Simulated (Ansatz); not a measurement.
# Li2O: the cost of one run

Computed with Ansatz 0.2.0, driven from Python. Level of theory: DFT PBE, plane waves, PAW.

### Step 1. The structure

It takes space group Fm-3m (No. 225, cubic). The conventional cell has a = 4.610 Å, b = 4.610 Å, c = 4.610 Å, α = 90.00°, β = 90.00°, γ = 90.00°. Li (site symmetry -43m) has 4 O at 2.00 Å as nearest neighbours. O (site symmetry m-3m) has 8 Li at 2.00 Å as nearest neighbours.

The script holds or builds the structure itself.

### Step 2. The script

Input file run_neb.py:

```python
"""Migration path of a vacancy in Li2O."""

import json
import warnings

import ansatz as az
import matplotlib.pyplot as plt
import numpy as np

SETTINGS = {
    "mesh": (4, 4, 4),
    "functional": "pbe",
    "filling": "gaussian",
    "width_ev": 0.1,
}


def main() -> None:
    warnings.simplefilter("ignore", az.DeckWarning)

    lattice = az.Lattice.of(
        (0.0, 2.305, 2.305),
        (2.305, 0.0, 2.305),
        (2.305, 2.305, 0.0),
    )
    sites = [
        ("Li", (0.25, 0.25, 0.25)),
        ("Li", (0.75, 0.75, 0.75)),
        ("O", (0.0, 0.0, 0.0)),
    ]
    crystal = az.Crystal(lattice=lattice)
    for symbol, position in sites:
        crystal = crystal.atom(symbol, position)
    start = crystal.supercell(2, 1, 1).vacancy("Li", at=(0.75, 0.75, 0.75)).resolved()
    empty = np.array((0.375, 0.75, 0.75))
    # the nearest atom of the same element hops into the empty site
    cell = np.array(start.lattice.vectors)
    apart = np.array([site.position for site in start.sites]) - empty
    apart -= np.round(apart)
    distance = [np.linalg.norm(d @ cell) if site.symbol == "Li" else np.inf for d, site in zip(apart, start.sites)]
    hopper = int(np.argmin(distance))
    end = start.move(hopper, to=np.array(start.sites[hopper].position) - apart[hopper])
    print(f"atom {hopper} (Li) hops {distance[hopper]:.3f} A")

    calculation = (
        start.calculation()
        .basis(16 * az.Ha)
        .kpoints(*SETTINGS["mesh"])
        .pseudopotentials("paw")
        .functional(SETTINGS["functional"])
        .occupations(SETTINGS["filling"], width=SETTINGS["width_ev"])
        .neb(to=end, images=5, force_tolerance=0.05, max_iterations=40, relax_end_points=True)
    )
    done = calculation.run(threads=1, events_out="stream.ndjson")
    with open("stream.ndjson") as stream:
        events = [json.loads(line) for line in stream]
    steps = [e["data"] for e in events if e["event"] == "neb_iteration"]
    data = done.report
    print(len(steps), "rounds; largest force on the band at the end", round(steps[-1]["band_force_max_ev_ang"], 4), "eV/A")
    band = done.neb_path()
    energy = np.array([image.lagrangian_ev for image in band.images])

    print("image  path (A)  dE (eV)")
    for number, image in enumerate(band.images):
        mark = "  <- climbing" if number == band.climbing_image else ""
        print(f"{number:4d} {image.path_coordinate_ang:9.3f} {image.lagrangian_ev - energy[0]:9.4f}{mark}")
    print(f"barrier forwards {energy.max() - energy[0]:.3f} eV, backwards {energy.max() - energy[-1]:.3f} eV")
    plt.figure(figsize=(4.5, 3))
    plt.plot([image.path_coordinate_ang for image in band.images], energy - energy[0], "o-")
    plt.xlabel("path (A)")
    plt.ylabel("energy (eV)")
    plt.tight_layout()
    plt.savefig("neb.png", dpi=100)


if __name__ == "__main__":
    main()
```

### Step 3. What the engine is handed

The package turns the script's settings into the engine's input:

```yaml
crystal:
  lattice:
    - [0.0, 4.61, 4.61]
    - [2.305, 0.0, 2.305]
    - [2.305, 2.305, 0.0]
  atoms:
    - { symbol: Li, position: [0.125, 0.25, 0.25] }
    - { symbol: O, position: [0.0, 0.0, 0.0] }
    - { symbol: Li, position: [0.625, 0.25, 0.25] }
    - { symbol: Li, position: [0.875, 0.75, 0.75] }
    - { symbol: O, position: [0.5, 0.0, 0.0] }
basis:
  ecutwfc: 435.382179935808
kpoints:
  mp_grid:
    grid: [4, 4, 4]
hamiltonian:
  xc: pbe
  pseudopotentials:
    kind: paw
scf:
  occupations:
    method: gaussian
    width: 0.1
neb:
  images: 5
  relax_end_points: true
  f_tol: 0.05
  max_iterations: 40
  final_atoms:
    - { symbol: Li, position: [0.125, 0.25, 0.25] }
    - { symbol: O, position: [0.0, 0.0, 0.0] }
    - { symbol: Li, position: [0.375, 0.75, 0.75] }
    - { symbol: Li, position: [0.875, 0.75, 0.75] }
    - { symbol: O, position: [0.5, 0.0, 0.0] }
```

### Step 4. The run

Command:

```bash
$ python run_neb.py
```

**Question.** How long does this script take on 1 thread of Arm Neoverse V1, shared host, and how much memory does it need?

About 7.9 min, with a peak of 0.42 GiB.
